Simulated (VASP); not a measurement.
# GePt (Pnma) in VASP: relaxation of cell and atoms with PBE

Aim: the relaxation of cell and atoms of GePt with PBE.

Program: VASP 6.6.1. These are calculated values, not measurements. Logs are shortened: lines on timing, memory, paths and dates and some standing lists are left out, and cuts for length are marked.

### 1 Starting point

Symmetry: Pnma, No. 62, orthorhombic system. The conventional cell has a = 5.719 Å, b = 3.697 Å, c = 6.084 Å, α = 90.00°, β = 90.00°, γ = 90.00°. Ge (site symmetry m) has 6 Pt at 2.48 to 2.65 Å as nearest neighbours. Around Pt (site symmetry m) lie 6 Ge at 2.48 to 2.65 Å.

### 2 Relaxation of cell and atoms, PBE

Input file INCAR:

```
SYSTEM = GePt
PREC     = Accurate       ! precision mode
ENCUT    = 600            ! plane-wave cutoff, eV
EDIFF    = 1E-7           ! SCF threshold, eV
ISMEAR   = 0              ! smearing method
SIGMA    = 0.1            ! smearing width, eV
LREAL    = .False.        ! projectors in reciprocal space
LASPH    = .True.         ! aspherical terms in the spheres
NELM     = 80             ! most SCF steps
ALGO     = Fast           ! electronic algorithm
ISIF     = 3              ! what is computed and relaxed
LWAVE    = .False.        ! write WAVECAR
LCHARG   = .False.        ! write CHGCAR
GGA      = PE             ! functional
IBRION   = 2              ! ionic algorithm
NSW      = 80             ! ionic steps
EDIFFG   = -0.004         ! ionic threshold
```

Input file KPOINTS:

```
regular mesh
0
Gamma
  5 7 5
  0 0 0
```

Input file POSCAR:

```
GePt
1.0
    5.7190000000      0.0000000000      0.0000000000
    0.0000000000      3.6970000000      0.0000000000
    0.0000000000      0.0000000000      6.0840000000
Ge Pt
4 4
Direct
    0.1850000000      0.2500000000      0.5900000000
    0.3150000000      0.7500000000      0.0900000000
    0.6850000000      0.2500000000      0.9100000000
    0.8150000000      0.7500000000      0.4100000000
    0.9995000000      0.2500000000      0.1908000000
    0.5005000000      0.7500000000      0.6908000000
    0.4995000000      0.2500000000      0.3092000000
    0.0005000000      0.7500000000      0.8092000000
```

Potentials or basis: VASP PAW PBE potentials, release 64 (Ge_d, Pt).

Command:

```console
cat potpaw_PBE.64/Ge_d/POTCAR potpaw_PBE.64/Pt/POTCAR > POTCAR
mpirun -np 1 vasp_std > vasp.out
```

OUTCAR:

```text
SYSTEM = GePt
   PREC = Accurate
   ENCUT = 600
   EDIFF = 1E-7
   ISMEAR = 0
   LREAL = .False.
   LASPH = .True.
   NELM = 80
   ISIF = 3
   GGA = PE
   IBRION = 2
   NSW = 80
   EDIFFG = -0.004

 ion  position               nearest neighbor table
   1  0.185  0.250  0.590-   7 2.48   8 2.51   8 2.51   5 2.65   6 2.65   6 2.65
   2  0.315  0.750  0.090-   8 2.48   7 2.51   7 2.51   6 2.65   5 2.65   5 2.65
   3  0.685  0.250  0.910-   5 2.48   6 2.51   6 2.51   7 2.65   8 2.65   8 2.65
   4  0.815  0.750  0.410-   6 2.48   5 2.51   5 2.51   8 2.65   7 2.65   7 2.65
   5  0.999  0.250  0.191-   3 2.48   4 2.51   4 2.51   1 2.65   2 2.65   2 2.65   7 2.95   7 2.95
                             8 2.97   8 2.97
   6  0.501  0.750  0.691-   4 2.48   3 2.51   3 2.51   2 2.65   1 2.65   1 2.65   8 2.95   8 2.95
                             7 2.97   7 2.97
   7  0.499  0.250  0.309-   1 2.48   2 2.51   2 2.51   3 2.65   4 2.65   4 2.65   5 2.95   5 2.95
                             6 2.97   6 2.97
   8  0.001  0.750  0.809-   2 2.48   1 2.51   1 2.51   4 2.65   3 2.65   3 2.65   6 2.95   6 2.95
                             5 2.97   5 2.97

  LATTYP: Found a simple orthorhombic cell.
 ALAT       =     3.6970000000
 B/A-ratio  =     1.5469299432
 C/A-ratio  =     1.6456586421

  Lattice vectors:

 A1 = (   0.0000000000,  -3.6970000000,   0.0000000000)
 A2 = (   5.7190000000,   0.0000000000,   0.0000000000)
 A3 = (   0.0000000000,   0.0000000000,   6.0840000000)

Analysis of symmetry for initial positions (statically):
=====================================================================
 Subroutine PRICEL returns:
 Original cell was already a primitive cell.

 Routine SETGRP: Setting up the symmetry group for a
 simple orthorhombic supercell.

 Subroutine GETGRP returns: Found  8 space group operations
 (whereof  2 operations were pure point group operations)
 out of a pool of  8 trial point group operations.

The static configuration has the point symmetry S_2 .
 The point group associated with its full space group is D_2h.

Analysis of symmetry for dynamics (positions and initial velocities):
=====================================================================
 Subroutine PRICEL returns:
 Original cell was already a primitive cell.

 Routine SETGRP: Setting up the symmetry group for a
 simple orthorhombic supercell.

 Subroutine GETGRP returns: Found  8 space group operations
 (whereof  2 operations were pure point group operations)
 out of a pool of  8 trial point group operations.

The dynamic configuration has the point symmetry S_2 .
 The point group associated with its full space group is D_2h.

 Subroutine INISYM returns: Found  8 space group operations
 (whereof  2 operations are pure point group operations),
 and found     1 'primitive' translations

----------------------------------------------------------------------------------------

                                     Primitive cell

  volume of cell :     128.6349

  direct lattice vectors                    reciprocal lattice vectors
     5.719000000  0.000000000  0.000000000     0.174855744  0.000000000  0.000000000
     0.000000000  3.697000000  0.000000000     0.000000000  0.270489586  0.000000000
     0.000000000  0.000000000  6.084000000     0.000000000  0.000000000  0.164365549

  length of vectors
     5.719000000  3.697000000  6.084000000     0.174855744  0.270489586  0.164365549

  position of ions in fractional coordinates (direct lattice)
     0.185000000  0.250000000  0.590000000
     0.315000000  0.750000000  0.090000000
     0.685000000  0.250000000  0.910000000
     0.815000000  0.750000000  0.410000000
     0.999500000  0.250000000  0.190800000
     0.500500000  0.750000000  0.690800000
     0.499500000  0.250000000  0.309200000
     0.000500000  0.750000000  0.809200000

  ion indices of the primitive-cell ions
   primitive index   ion index
                 1           1
                 2           2
                 3           3
                 4           4
                 5           5
                 6           6
                 7           7
                 8           8

----------------------------------------------------------------------------------------

 KPOINTS: regular mesh

Automatic generation of k-mesh.
 Grid dimensions read from file:
 generate k-points for:    5    7    5

 Generating k-lattice:

  Cartesian coordinates                     Fractional coordinates (reciprocal lattice)
     0.034971149  0.000000000  0.000000000     0.200000000  0.000000000  0.000000000
     0.000000000  0.038641369  0.000000000     0.000000000  0.142857143  0.000000000
     0.000000000  0.000000000  0.032873110     0.000000000  0.000000000  0.200000000

  Length of vectors
     0.034971149  0.038641369  0.032873110

  Shift w.r.t. Gamma in fractional coordinates (k-lattice)
     0.000000000  0.000000000  0.000000000

 Subroutine IBZKPT returns following result:
 ===========================================

 Found     36 irreducible k-points:

 Following reciprocal coordinates:
            Coordinates               Weight
  0.000000  0.000000  0.000000      1.000000
  0.200000  0.000000  0.000000      2.000000
  0.400000  0.000000  0.000000      2.000000
  0.000000  0.142857  0.000000      2.000000
  0.200000  0.142857  0.000000      4.000000
  0.400000  0.142857  0.000000      4.000000
[... 16 lines left out ...]
  0.200000  0.428571  0.200000      8.000000
  0.400000  0.428571  0.200000      8.000000
 [... further k-points ...]
   k-points           NKPTS =     36   k-points in BZ     NKDIM =     36   number of bands    NBANDS=     57
   number of dos      NEDOS =    301   number of ions     NIONS =      8
   total plane-waves  NPLWV =  72000
   dimension x,y,z NGX =    48 NGY =   30 NGZ =   50
   dimension x,y,z NGXF=    96 NGYF=   60 NGZF=  100
   ions per type =               4   4
   NGX,Y,Z   is equivalent  to a cutoff of  13.95, 13.49, 13.66 a.u.
   NGXF,Y,Z  is equivalent  to a cutoff of  27.91, 26.98, 27.33 a.u.
 SYSTEM =  GePt
   PREC   = accura    normal or accurate (medium, high low for compatibility)
   ISTART =      0    job   : 0-new  1-cont  2-samecut
   ICHARG =      2    charge: 1-file 2-atom 10-const
   ISPIN  =      1    spin polarized calculation?
   LNONCOLLINEAR =      F non collinear calculations
   LSORBIT =      F    spin-orbit coupling
   LASPH  =      T    aspherical Exc in radial PAW
   ENCUT  =  600.0 eV  44.10 Ry    6.64 a.u.  11.42  7.38 12.15*2*pi/ulx,y,z
   NELM   =     80;   NELMIN=  2; NELMDL= -5     # of ELM steps
   EDIFF  = 0.1E-06   stopping-criterion for ELM
   LREAL  =      F    real-space projection
   EDIFFG = -.4E-02   stopping-criterion for IOM
   NSW    =     80    number of steps for IOM
   IBRION =      2    ionic relax: 0-MD 1-quasi-New 2-CG
   NFREE  =      1    steps in history (QN), initial steepest desc. (CG)
   ISIF   =      3    stress and relaxation
   ISYM   =      2    0-nonsym 1-usesym 2-fastsym
   POTIM  = 0.5000    time-step for ionic-motion
   TEBEG  =    0.0;   TEEND  =   0.0 temperature during run
   PSTRESS=    0.0 pullay stress
   NELECT =      96.0000    total number of electrons
   NUPDOWN=      -1.0000    fix difference up-down
   EMIN   =  10.00;   EMAX   =-10.00  energy-range for DOS
   EFERMI =   0.00;   METHOD = LEGACY
   ISMEAR =     0;   SIGMA  =   0.10  broadening in eV -4-tet -1-fermi 0-gaus
   EFERMI_NEDOS =   21; number of points for ismear=-14 and -15
   IALGO  =     68    algorithm
   IMIX   =      4    mixing-type and parameters
     AMIX     =   0.40;   BMIX     =  1.00
     AMIX_MAG =   1.60;   BMIX_MAG =  1.00
  volume/ion in A,a.u.               =      16.08       108.51
  Fermi-wavevector in a.u.,A,eV,Ry     =   1.484952  2.806152 30.001955  2.205082
  Thomas-Fermi vector in A             =   2.598424
   LORBIT       =      0    0 simple, 1 ext, 2 COOP (PROOUT), +10 PAW based schemes
   GGA     = PE    functional components
   LHFCALC =     F    Hartree Fock is set to
   AEXX    =    0.0000 exact exchange contribution
   IVDW    =     0    specifies the selected vdW correction
   LEPSILON=     F    determine dielectric tensor
   LRPA    =     F    only Hartree local field effects (RPA)
 conjugate gradient relaxation of ions
 non-spin polarized calculation
 RMM-DIIS sequential band-by-band and
 Gauss-broadening in eV      SIGMA  =   0.10
  energy-cutoff  :      600.00
  volume of cell :      128.63
 maximum number of plane-waves:      4326
 NGX is ok and might be reduce to    48
   NGX = 23   NGY = 15   NGZ = 25

--------------------------------------- Ionic step        1  -------------------------------------------

 number of electron      96.0000032 magnetization

 Free energy of the ion-electron system (eV)
  ---------------------------------------------------
  ext. energy  EPLUGINS =         0.00000000
  ---------------------------------------------------
  free energy    TOTEN  =       -46.03230593 eV

  energy without entropy =      -46.02360307  energy(sigma->0) =      -46.02795450

------------------------ aborting loop because EDIFF is reached ----------------------------------------

  FORCE on cell =-STRESS in cart. coord.  units (eV):
  Direction    XX          YY          ZZ          XY          YZ          ZX
  --------------------------------------------------------------------------------------
  -------------------------------------------------------------------------------------
  Total        6.8233629      7.1019598      6.3027016      0.0000000      0.0000000      0.0000000
  in kB       84.9865692     88.4565590     78.5016122      0.0000000      0.0000000      0.0000000
  external PRESSURE =      83.9815801 kB  Pullay stress =       0.0000000 kB
[... 107 lines left out ...]
  FREE ENERGIE OF THE ION-ELECTRON SYSTEM (eV)
  ---------------------------------------------------
  free  energy   TOTEN  =       -46.1863150661 eV

  energy  without entropy=      -46.1780966985  energy(sigma->0) =      -46.18220588

[... ionic steps 4 to 11 ...]

--------------------------------------- Ionic step       12  -------------------------------------------

 number of electron      95.9999986 magnetization

------------------------ aborting loop because EDIFF is reached ----------------------------------------
[... 79 lines left out ...]
--------------------------------------- Ionic step       14  -------------------------------------------

 number of electron      95.9999985 magnetization

 Free energy of the ion-electron system (eV)
  ---------------------------------------------------
  ext. energy  EPLUGINS =         0.00000000
  ---------------------------------------------------
  free energy    TOTEN  =       -46.19131829 eV

  energy without entropy =      -46.18320213  energy(sigma->0) =      -46.18726021

 E-fermi :   9.0773     XC(G=0): -12.2113

 val. band max:        9.0751171858   @ k =   0.0000   0.1429   0.4000
 cond. band min:       9.1369460111   @ k =   0.0000   0.2857   0.4000
 fundamental gap:      0.0618288253
 Fermi energy:         9.0773417938

 k-point     1 :       0.0000    0.0000    0.0000
  band No.  band energies     occupation
      1     -16.0225      2.00000
      2     -16.0170      2.00000
      3     -16.0150      2.00000
      4     -16.0128      2.00000
      5     -16.0045      2.00000
      6     -15.9935      2.00000
[... 1429 lines left out ...]
     56      13.5099      0.00000
     57      14.0997      0.00000

 [... further k-points ...]
[... 5 lines left out ...]
  --------------------------------------------------------------------------------------
  -------------------------------------------------------------------------------------
  Total        0.0259602      0.0122646      0.0118334      0.0000000      0.0000000      0.0000000
  in kB        0.3079638      0.1454937      0.1403790      0.0000000      0.0000000      0.0000000
  external PRESSURE =       0.1979455 kB  Pullay stress =       0.0000000 kB
[... 23 lines left out ...]
  FREE ENERGIE OF THE ION-ELECTRON SYSTEM (eV)
  ---------------------------------------------------
  free  energy   TOTEN  =       -46.1913182929 eV

  energy  without entropy=      -46.1832021310  energy(sigma->0) =      -46.18726021

 reached required accuracy - stopping structural energy minimisation
```

It took 36 min on 1 thread of Intel Xeon Platinum 8488C (Sapphire Rapids), shared host; peak memory 0.45 GiB.

What came out:

```
Free energy                            : -46.1913 eV
Relaxed volume                         : 16.88 Å³/atom
Relaxed cell                           : a = 5.807 Å, b = 3.769 Å, c = 6.171 Å, α = 90.00°, β = 90.00°, γ = 90.00°
Space group after relaxing (to 0.05 Å) : Pnma (No. 62)
Energy gained by relaxing              : 19.9 meV/atom
Ionic steps                            : 14
Pressure after relaxing                : 0.0 GPa
Band gap on the k mesh                 : none (metal or under the smearing width)
```

Step by step:
```
step  energy change (eV)  largest force (eV/Å)  pressure (GPa)  volume (Å³)
   1              0.0000                0.0923            8.40       128.63
   2              0.1746                0.2771           -9.51       144.97
   3             -0.1540                0.0891           -0.10       134.90
   4             -0.1541                0.0864            0.00       134.78
   5             -0.1567                0.0678            0.02       134.83
   6             -0.1575                0.0541            0.03       134.88
   7             -0.1575                0.0507            0.04       134.89
   8             -0.1584                0.0237           -0.03       134.99
   9             -0.1586                0.0276           -0.07       135.06
  10             -0.1585                0.0428           -0.15       135.19
  11             -0.1586                0.0318           -0.09       135.10
  12             -0.1589                0.0150            0.17       134.91
  13             -0.1589                0.0165            0.14       134.94
  14             -0.1590                0.0019            0.02       135.06
```

Final structure:
```xyz
8
Lattice="5.8067 0.0000 0.0000 0.0000 3.7688 0.0000 0.0000 0.0000 6.1715" Properties=species:S:1:pos:R:3 pbc="T T T"
Ge    1.0842    0.9422    3.6358
Ge    1.8191    2.8266    0.5500
Ge    3.9876    0.9422    5.6214
Ge    4.7225    2.8266    2.5357
Pt    5.7959    0.9422    1.1899
Pt    2.9141    2.8266    4.2756
Pt    2.8926    0.9422    1.8958
Pt    0.0108    2.8266    4.9816
```
